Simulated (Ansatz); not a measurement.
Runs of Ansatz 0.2.0 on CoH. Symmetry: Fm-3m, No. 225, cubic system. Conventional cell: a = 3.686 Å, b = 3.686 Å, c = 3.686 Å, α = 90.00°, β = 90.00°, γ = 90.00°. Co (site symmetry m-3m) has 6 H at 1.84 Å as nearest neighbours. H (site symmetry m-3m) has 6 Co at 1.84 Å as nearest neighbours. The cell comes from a database or a generator and needn't be the stable form of this composition.

| task | level | spin | U | cell | cutoff (eV) | smearing | broadening | hubbard projectors | double counting | gap on the mesh (eV) | pressure (GPa) | moment (μB) | relaxed volume (Å³/atom) |
| --- | --- | --- | --- | --- | --- | --- | --- | --- | --- | --- | --- | --- | --- |
| optical spectrum | r2SCAN+U | collinear, random start | Co d U = 2.5 eV | as given | 500 | gaussian 0.05 eV | 0.05 eV | ortho-atomic (the default) | fll (the default) | none | - | 1.89 | - |
| relaxation of cell and atoms | r2SCAN+U | collinear, ferromagnetic start | Co d U = 5 eV | relaxed | 500 | fermi-dirac 0.05 eV | - | ortho-atomic (the default) | fll (the default) | none | 0.0 | 1.99 | 7.68 |
| relaxation of cell and atoms | r2SCAN+U | collinear, ferromagnetic start | Co d U = 6 eV | relaxed | 500 | fermi-dirac 0.05 eV | - | ortho-atomic (the default) | fll (the default) | none | 0.0 | 2.00 | 7.79 |
| relaxation of cell and atoms | r2SCAN+U | collinear, ferromagnetic start | Co d U = 4 eV | relaxed | 500 | fermi-dirac 0.05 eV | - | ortho-atomic (the default) | fll (the default) | none | 0.0 | 1.99 | 7.56 |
| relaxation of cell and atoms | r2SCAN+U | collinear, ferromagnetic start | Co d U = 3 eV | relaxed | 500 | fermi-dirac 0.05 eV | - | ortho-atomic (the default) | fll (the default) | none | 0.0 | (a) | 7.43 |
| single point | LDA | collinear, ferromagnetic start | - | as given | 420 | gaussian 0.02 eV | - | - | - | none | (b) | 1.13 | - |
| relaxation of cell and atoms | r2SCAN+U | collinear, ferromagnetic start | Co d U = 2 eV | relaxed | 500 | fermi-dirac 0.05 eV | - | ortho-atomic (the default) | fll (the default) | none | 0.0 | 1.95 | 7.29 |
| relaxation of cell and atoms | r2SCAN | collinear, ferromagnetic start | - | relaxed | 500 | fermi-dirac 0.05 eV | - | - | - | none | 0.0 | 1.43 | 6.26 |
| relaxation of cell and atoms | r2SCAN+U | collinear, ferromagnetic start | Co d U = 1 eV | relaxed | 500 | fermi-dirac 0.05 eV | - | ortho-atomic (the default) | fll (the default) | none | 0.0 | 1.89 | 7.09 |

Alike in all rows: potentials or basis Ansatz PAW; k mesh 12 × 12 × 12.

Fill in the values left out.

(a) 1.97; (b) -13.4.

Caveats: the PAW data sets come from PBE, with cores solved anew for the run's functional, which leaves a small shift of forces and pressure; the magnetic or orbital state may not be the lowest (some runs); the U is typed as a test and isn't derived for this compound (some runs); the plane-wave basis is chosen anew once the cell has moved, so the energies of steps on either side of that aren't comparable (some runs); the volume moved by over 15 % at a fixed basis, so the end points are rough (some runs).

A k mesh can miss the band edges.

A gap of «none» marks a metal or a gap under the smearing width.

Not every run made on this cell is shown here.
